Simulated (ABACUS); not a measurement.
# MgO (Fm-3m) in ABACUS: single point with AM05

Aim: the single point of MgO with AM05.

Everything below comes from runs of ABACUS 3.10.1. Logs are shortened: lines on timing, memory, paths and dates and some standing lists are left out, and cuts for length are marked.

**The experiment to reproduce.**

“Electronic structure of alkaline earth and post-transition metal oxides”, 2009, arxiv:0908.1581 quotes, for a bulk crystal of MgO: band gap 7.83 eV.

The runs below are set against these values where they give the same quantity.

### Step 1. The structure

Symmetry: Fm-3m, No. 225, cubic system. The conventional cell has a = 4.194 Å, b = 4.194 Å, c = 4.194 Å, α = 90.00°, β = 90.00°, γ = 90.00°. Mg (site symmetry m-3m) has 6 O at 2.10 Å as nearest neighbours. O (site symmetry m-3m) is surrounded by 6 Mg at 2.10 Å.

The cell is a database's computed one.

### Step 2. Single point, AM05

The input, run_abacus.py:

```python
"""ABACUS run from a structure file: ASE reads it, the script writes STRU, KPT and INPUT."""
import re
import subprocess
from ase.io import read
from ase.units import Bohr

atoms = read("MgO.cif")
atoms = atoms[(-atoms.numbers).argsort(kind="stable")]  # ABACUS lists atoms element by element
pseudo = {'Mg': 'Mg.upf', 'O': 'O.upf'}
orbital = {}
magmoms = None
kmesh = [9, 9, 9]
params = {
    'suffix': 'MgO',
    'calculation': 'scf',
    'basis_type': 'pw',
    'pseudo_dir': './',
    'symmetry': 1,
    'dft_functional': 'GGA_X_AM05+GGA_C_AM05',
    'ecutwfc': 92,
    'pseudo_rcut': 10,
    'nspin': 1,
    'nbands': 18,
    'ks_solver': 'dav',
    'smearing_method': 'fd',
    'smearing_sigma': 0.00367493,
    'scf_thr': 1e-08,
    'scf_nmax': 100,
    'mixing_type': 'broyden',
    'mixing_beta': 0.7,
    'cal_force': 1,
    'cal_stress': 1,
    'out_chg': 1,
    'kpar': 4,
}

symbols = atoms.get_chemical_symbols()
elements = list(dict.fromkeys(symbols))
lines = ["ATOMIC_SPECIES"] + [f"{e} {atoms.get_masses()[symbols.index(e)]:.4f} {pseudo[e]}" for e in elements]
if orbital:
    lines += ["", "NUMERICAL_ORBITAL"] + [orbital[e] for e in elements]
lines += ["", "LATTICE_CONSTANT", f"{1 / Bohr:.10f}", "", "LATTICE_VECTORS"]
lines += [" ".join(f"{x:.10f}" for x in v) for v in atoms.cell]
lines += ["", "ATOMIC_POSITIONS", "Direct"]
for e in elements:
    lines += ["", e, "0.0", str(symbols.count(e))]
    for i, p in enumerate(atoms.get_scaled_positions(wrap=False)):
        if symbols[i] == e:
            mag = "" if magmoms is None else " mag " + " ".join(str(x) for x in (magmoms[i] if isinstance(magmoms[i], list) else [magmoms[i]]))
            lines.append(" ".join(f"{x:.10f}" for x in p) + " 1 1 1" + mag)
open("STRU", "w").write("\n".join(lines) + "\n")
open("KPT", "w").write("K_POINTS\n0\nGamma\n%d %d %d 0 0 0\n" % tuple(kmesh))
open("INPUT", "w").write("INPUT_PARAMETERS\n" + "".join(f"{k:<20s}{v}\n" for k, v in params.items()))

done = subprocess.run(['mpirun', '-np', '4', 'abacus'])
if done.returncode:
    raise SystemExit(done.returncode)
log = open("OUT.MgO/running_scf.log").read()
print("final energy (eV):", re.findall(r"FINAL_ETOT_IS (\S+)", log))
```

The input, MgO.cif:

```cif
data_MgO
_cell_length_a 2.96560781
_cell_length_b 2.96560781
_cell_length_c 2.96560781
_cell_angle_alpha 60.00000000
_cell_angle_beta 60.00000000
_cell_angle_gamma 60.00000000
_space_group_name_H-M_alt 'P1'
_space_group_name_Hall 'P 1'
_space_group_IT_number 1
loop_
_space_group_symop_operation_xyz
'x,y,z'
loop_
_atom_site_label
_atom_site_type_symbol
_atom_site_symmetry_multiplicity
_atom_site_Wyckoff_symbol
_atom_site_fract_x
_atom_site_fract_y
_atom_site_fract_z
_atom_site_occupancy
Mg1 Mg 1 a 0.0000000000 0.0000000000 0.0000000000 1
O1 O 1 a 0.5000000000 0.5000000000 0.5000000000 1
```

Potentials or basis: PseudoDojo NC SR 0.4 PBEsol stringent, plane waves.

Started as:

```console
$ OMP_NUM_THREADS=1 python run_abacus.py > log
```

running log:

```text
ABACUS v3.10.1

               Atomic-orbital Based Ab-initio Computation at UStc

 ------------------------------------------------------------------------------------

 READING GENERAL INFORMATION
                           global_out_dir = OUT.MgO/
                           global_in_card = INPUT
                               pseudo_dir = ./
                              orbital_dir =
                                    DSIZE = 4
                                    GSIZE = 1

 READING UNITCELL INFORMATION
                                    ntype = 2
                  lattice constant (Bohr) = 1.88973
              lattice constant (Angstrom) = 1

 READING ATOM TYPE 1
                               atom label = Mg
                      L=0, number of zeta = 1
                      L=1, number of zeta = 1
                      L=2, number of zeta = 1
             number of atom for this type = 1

 READING ATOM TYPE 2
                               atom label = O
                      L=0, number of zeta = 1
                      L=1, number of zeta = 1
                      L=2, number of zeta = 1
             number of atom for this type = 1

                        TOTAL ATOM NUMBER = 2
DIRECT COORDINATES
    atom                   x                   y                   z     mag                  vx                  vy                  vz
taud_Mg1            0.0000000000        0.0000000000        0.0000000000  0.0000        0.0000000000        0.0000000000        0.0000000000
taud_O1            0.5000000000        0.5000000000        0.5000000000  0.0000        0.0000000000        0.0000000000        0.0000000000

                          Volume (Bohr^3) = 124.458
                             Volume (A^3) = 18.4427

 Lattice vectors: (Cartesian coordinate: in unit of a_0)
             +2.96561                  +0                  +0
              +1.4828            +2.56829                  +0
              +1.4828           +0.856097            +2.42141
 Reciprocal vectors: (Cartesian coordinate: in unit of 2 pi/a_0)
            +0.337199           -0.194682           -0.137661
                   -0           +0.389364           -0.137661
                   +0                  -0           +0.412983
 The esolver type has been set to : ksdft_pw

                PAO radial cut off (Bohr) = 10

 Read in pseudopotential file is Mg.upf
                     pseudopotential type = NC
          exchange-correlation functional = PBESOL
                 nonlocal core correction = 0
                        valence electrons = 10
                                     lmax = 1
                           number of zeta = 3
                     number of projectors = 4
                           L of projector = 0
                           L of projector = 0
                           L of projector = 1
                           L of projector = 1
 XC functional updated to : GGA_X_AM05+GGA_C_AM05
          exchange-correlation functional = GGA_X_AM05+GGA_C_AM05
                PAO radial cut off (Bohr) = 10

 Read in pseudopotential file is O.upf
                     pseudopotential type = NC
          exchange-correlation functional = PBESOL
                 nonlocal core correction = 1
                        valence electrons = 6
                                     lmax = 2
                           number of zeta = 2
                     number of projectors = 5
                           L of projector = 0
                           L of projector = 0
                           L of projector = 1
                           L of projector = 1
                           L of projector = 2
 XC functional updated to : GGA_X_AM05+GGA_C_AM05
          exchange-correlation functional = GGA_X_AM05+GGA_C_AM05
     initial pseudo atomic orbital number = 9

 SETUP THE ELECTRONS NUMBER
            electron number of element Mg = 10
      total electron number of element Mg = 10
             electron number of element O = 6
       total electron number of element O = 6
            AUTOSET number of electrons:  = 16
                           occupied bands = 8
                                   NBANDS = 18
                                   NLOCAL = 18

%%%%%%%%%%%%%%%%%%%%%%%%%%%%%%%%%%%%%%%%%%%%%%%%%%%%%%%%%%%%%%%%%%%%%%%%%%%%%%%%%%%%%%%%%%%%%%%%%%%%%%%%%%
 Warning: the number of valence electrons in pseudopotential > 2 for Mg: [Ne] 3s2
 Pseudopotentials with additional electrons can yield (more) accurate outcomes, but may be less efficient.
 If you're confident that your chosen pseudopotential is appropriate, you can safely ignore this warning.
%%%%%%%%%%%%%%%%%%%%%%%%%%%%%%%%%%%%%%%%%%%%%%%%%%%%%%%%%%%%%%%%%%%%%%%%%%%%%%%%%%%%%%%%%%%%%%%%%%%%%%%%%%

 SETUP THE PLANE WAVE BASIS
 energy cutoff for charge/potential (unit:Ry) = 368
            fft grid for charge/potential = [ 36, 36, 36 ]
                        fft grid division = [ 1, 1, 1 ]
        big fft grid for charge/potential = [ 36, 36, 36 ]
                                     nbxx = 46656
                                     nrxx = 46656

 SETUP PLANE WAVES FOR CHARGE/POTENTIAL
                    number of plane waves = 14841
                         number of sticks = 805

 PARALLEL PW FOR CHARGE/POTENTIAL
[... 35 lines left out ...]
                                  BRAVAIS = FACE CENTERED CUBIC
                       LATTICE CONSTANT A = 4.194
Original cell was already a primitive cell.
                        ROTATION MATRICES = 48
              PURE POINT GROUP OPERATIONS = 48
                   SPACE GROUP OPERATIONS = 48
                              POINT GROUP = O_h
               POINT GROUP IN SPACE GROUP = O_h

 SETUP K-POINTS
                                    nspin = 1
                   Input type of k points = Monkhorst-Pack(Gamma)
                                   nkstot = 729
                       right hand lattice = 1
(for reciprocal lattice: )
                             BRAVAIS TYPE = 2
                     BRAVAIS LATTICE NAME = 02. Cubic I (body-centered)
                                    ibrav = 2
                       right hand lattice = 1
(for k-lattice: )
                             BRAVAIS TYPE = 2
                     BRAVAIS LATTICE NAME = 02. Cubic I (body-centered)
                                    ibrav = 2
                       right hand lattice = 1
                        ROTATION MATRICES = 48
                               nkstot_ibz = 35
K-POINTS REDUCTION ACCORDING TO SYMMETRY
     IBZ    DIRECT_X    DIRECT_Y    DIRECT_Z  WEIGHT  ibz2bz
       1  0.00000000  0.00000000  0.00000000  0.0014       0
       2  0.11111111  0.11111111  0.11111111  0.0110       1
       3  0.22222222  0.22222222  0.22222222  0.0110       2
       4  0.33333333  0.33333333  0.33333333  0.0110       3
       5  0.44444444  0.44444444  0.44444444  0.0110       4
       6  0.11111111  0.11111111  0.00000000  0.0082      10
[... 22 lines left out ...]
      29  0.44444444  0.33333333  0.11111111  0.0329     112
      30 -0.44444444  0.44444444  0.22222222  0.0658     113
[... 5 further k points ...]

                               nkstot now = 35
[... K-POINTS DIRECT COORDINATES: 35 rows ...]

           k-point number in this process = 9
       minimum distributed K point number = 8
[... stars of the k points ...]

[... K-POINTS CARTESIAN COORDINATES: 9 rows ...]

[... K-POINTS DIRECT COORDINATES: 9 rows ...]

 SETUP PLANE WAVES FOR WAVE FUNCTIONS
     energy cutoff for wavefunc (unit:Ry) = 92
              fft grid for wave functions = [ 36, 36, 36 ]
                    number of plane waves = 2229
                         number of sticks = 223

 PARALLEL PW FOR WAVE FUNCTIONS
     PROC   COLUMNS(POT)             PW
        1            223           2229
 --------------- sum -------------------
        1            223           2229

 SETUP NONLOCAL PSEUDOPOTENTIALS IN PLANE WAVE BASIS
 Mg non-local projectors:
 projector 1 L=0
 projector 2 L=0
 projector 3 L=1
 projector 4 L=1
 O non-local projectors:
 projector 1 L=0
 projector 2 L=0
 projector 3 L=1
 projector 4 L=1
 projector 5 L=2
      TOTAL NUMBER OF NONLOCAL PROJECTORS = 21

 Init Non-Local PseudoPotential table :
 Init Non-Local-Pseudopotential done.

                                     npwx = 1868

 Make real space PAO into reciprocal space.
       max mesh points in Pseudopotential = 1001
     dq(describe PAO in reciprocal space) = 0.01
                                    max q = 1155

 number of pseudo atomic orbitals for Mg is 3
WARNING: norm of atomic wavefunction # 3 of atomic type Mg is 0.999803, renormalized

 number of pseudo atomic orbitals for O is 2

 -------------------------------------------
 SELF-CONSISTENT
 -------------------------------------------
                                 init_chg = atomic

 PW ALGORITHM --------------- ION=   1  ELEC=   1--------------------------------

 Density error is 0.3495313822
                          Error Threshold = 0.01
----------------------------------------------------------
     Energy           Rydberg                 eV
----------------------------------------------------------
 E_KohnSham     -151.5705707848      -2062.2234117852
 E_Harris       -150.8506823982      -2052.4288278043
 E_Fermi        0.5895776207         8.0216150549
----------------------------------------------------------
[... 75 lines left out ...]
 Density error is 4.98775503785e-10
                          Error Threshold = 9.70595318467e-11
----------------------------------------------------------
     Energy           Rydberg                 eV
----------------------------------------------------------
 E_KohnSham     -151.7042226709      -2064.0418389854
 E_KS(sigma->0) -151.7042226709      -2064.0418389854
 E_Harris       -151.7042039711      -2064.0415845607
 E_band         -21.3073206667       -289.9009701800
 E_one_elec     -73.7136510714       -1002.9256749542
 E_Hartree      41.1350661866        559.6712877444
 E_xc           -23.9508721589       -325.8683334305
 E_Ewald        -95.1747656272       -1294.9191183450
 E_entropy(-TS) 0.0000000000         0.0000000000
 E_descf        0.0000000000         0.0000000000
 E_exx          0.0000000000         0.0000000000
 E_Fermi        0.7995506382         10.8784445197
----------------------------------------------------------

 charge density convergence is achieved
 final etot is -2064.041839 eV
 EFERMI = 10.87844452 eV

 STATE ENERGY(eV) AND OCCUPATIONS    NSPIN == 1
 1/9 kpoint (Cartesian) = 0.0000 0.0000 0.0000 (1837 pws)
       1       -63.7211     0.00274348
       2       -30.6275     0.00274348
       3       -30.6275     0.00274348
       4       -30.6275     0.00274348
       5       -9.03901     0.00274348
       6        8.17326     0.00274348
[... 98 lines left out ...]
       5       -8.85526      0.0164609
       6        7.30970      0.0164609
[... 10 lines left out ...]
      17        33.2703        0.00000
      18        34.6638        0.00000

[... levels at 3 further k points ...]

------------------------------------------------------------------------------------------
 TOTAL-FORCE (eV/Angstrom)
------------------------------------------------------------------------------------------
                       Mg1         0.0000000000         0.0000000000         0.0000000000
                        O1         0.0000000000         0.0000000000         0.0000000000
------------------------------------------------------------------------------------------

----------------------------------------------------------------
 TOTAL-STRESS (KBAR)
----------------------------------------------------------------
        32.7484517572        -0.0000000000        -0.0000000000
         0.0000000000        32.7484517578        -0.0000000000
        -0.0000000000        -0.0000000000        32.7484517582
----------------------------------------------------------------
 TOTAL-PRESSURE: 32.748452 KBAR

 --------------------------------------------
 !FINAL_ETOT_IS -2064.0418389853712142 eV
 --------------------------------------------
```

It took 5.9 s on 4 MPI ranks of Intel Xeon Platinum 8488C (Sapphire Rapids), shared host; peak memory 0.36 GiB.

Results:

| Quantity | Value |
| --- | --- |
| Free energy | -2064.0418 eV |
| Pressure | 3.3 GPa |
| Band gap on the k mesh | 4.81 eV, direct |

Caveat: the potentials were made for another functional, which shifts forces and pressure.

### Step 3. Against experiment

Step 2. Against the measured gap of MgO, 7.83 eV (quoted in “Electronic structure of alkaline earth and post-transition metal oxides”, 2009, arxiv:0908.1581), the calculated 4.81 eV is off by -3.02 eV. The value is that of AM05, without temperature or zero-point motion. Semilocal functionals fall short of measured gaps as a rule. The cell is a database's relaxed one, not the measured one, which moves gaps too.
